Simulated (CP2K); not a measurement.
The system is GaP.

```
Ga P
1.0
     3.85409    0.00000    0.00000
     1.92704    3.33774    0.00000
     1.92704    1.11258    3.14685
Ga P
1 1
Cartesian
  0.0000 0.0000 0.0000
  5.7811 3.3377 2.3601
```

Base run:

- Program: CP2K 2026.2
- Functional: PBE
- Potentials or basis: GTH_SOC_POTENTIALS Ga GTH-PBE-q13, P GTH-PBE-q5; DZVP-MOLOPT-SR-GTH basis
- Density cutoff: 6123 eV
- k mesh: 8 × 8 × 8
- Occupations: fermi-dirac, width 0.05 eV
- Spin: spin-orbit coupling, no magnetisation

Its results: pressure 3.0 GPa.

Q: The run is repeated on the same cell with these changes: functional from PBE to HLE16. What comes out?

A: Pressure -10.0 GPa.

Caveats: the basis of atomic orbitals isn't converged, which shifts pressures, moduli and gaps; the potentials were made for a functional far from this one (some runs); the potentials were made for another functional, which shifts forces and pressure (some runs).
